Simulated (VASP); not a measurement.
InSe: relaxation of cell and atoms with LDA

The system is InSe.

```xyz
8
Lattice="3.9678 0.0000 0.0000 -1.9839 3.4362 0.0000 0.0000 0.0000 16.4840" Properties=species:S:1:pos:R:3 pbc="T T T"
In    0.0000    2.2908    2.7490
In    1.9839    1.1454   10.9910
In    0.0000    2.2908    5.4930
In    1.9839    1.1454   13.7350
Se    0.0000    2.2908    9.7160
Se    1.9839    1.1454    1.4740
Se    0.0000    2.2908   15.0100
Se    1.9839    1.1454    6.7680
```

```yaml
Program: VASP 6.6.1
Task: relaxation of cell and atoms
Functional: LDA
Potentials_or_basis: VASP PAW LDA potentials, release 64 (In_d, Se)
Cutoff: 600 eV
k_mesh: 9 × 9 × 2
Occupations: gaussian, width 0.03 eV
Spin: no spin polarisation
Further_INCAR_settings: ALGO = Normal; EDIFF = 1e-07; IBRION = 2; EDIFFG = -0.005; NSW = 90; ISIF = 3
```

```json
{
  "Relaxed volume": "28.10 Å³/atom",
  "Relaxed cell": "a = 3.968 Å, b = 3.968 Å, c = 16.484 Å, α = 90.00°, β = 90.00°, γ = 120.00°",
  "Space group after relaxing (to 0.05 Å)": "P6_3/mmc (No. 194)",
  "Energy gained by relaxing": "0.0 meV/atom",
  "Ionic steps": "2",
  "Pressure after relaxing": "0.0 GPa",
  "Largest force after relaxing": "0.003 eV/Å",
  "Band gap on the k mesh": "0.30 eV, direct"
}
```

Forces on the atoms (eV/Å):
```
In   0.000  0.000 -0.003
In   0.000  0.000 -0.003
In   0.000  0.000  0.003
In   0.000  0.000  0.003
Se   0.000  0.000  0.000
Se   0.000  0.000  0.000
Se   0.000  0.000  0.000
Se   0.000  0.000  0.000
```

Final structure:
```
CELL_PARAMETERS angstrom
3.96833 0.00000 0.00000
-1.98417 3.43667 0.00000
0.00000 0.00000 16.48364
ATOMIC_POSITIONS crystal
In 0.33333 0.66667 0.16675
In 0.66667 0.33333 0.66675
In 0.33333 0.66667 0.33325
In 0.66667 0.33333 0.83325
Se 0.33333 0.66667 0.58942
Se 0.66667 0.33333 0.08942
Se 0.33333 0.66667 0.91058
Se 0.66667 0.33333 0.41058
```

Levels at points of the mesh, in eV from the valence-band top:
| k point | band 35 | band 36 | band 37 | band 38 | band 39 | band 40 | band 41 | band 42 |
| --- | --- | --- | --- | --- | --- | --- | --- | --- |
| (0.00, 0.00, 0.00) | -1.19 | -1.11 | -1.11 | 0.00 | 0.30 | 1.76 | 2.04 | 2.06 |
| (0.00, 0.00, 0.50) | -1.14 | -1.14 | -1.02 | -1.02 | 1.23 | 1.23 | 2.06 | 2.06 |

Wall time 2.6 min on 2 MPI ranks on Intel(R) Xeon(R) Platinum 8488C (Sapphire Rapids), with other jobs on the host, peak memory 0.43 GiB a rank.

Caveat: spin-orbit coupling is left out, which moves the levels of the heavy elements.
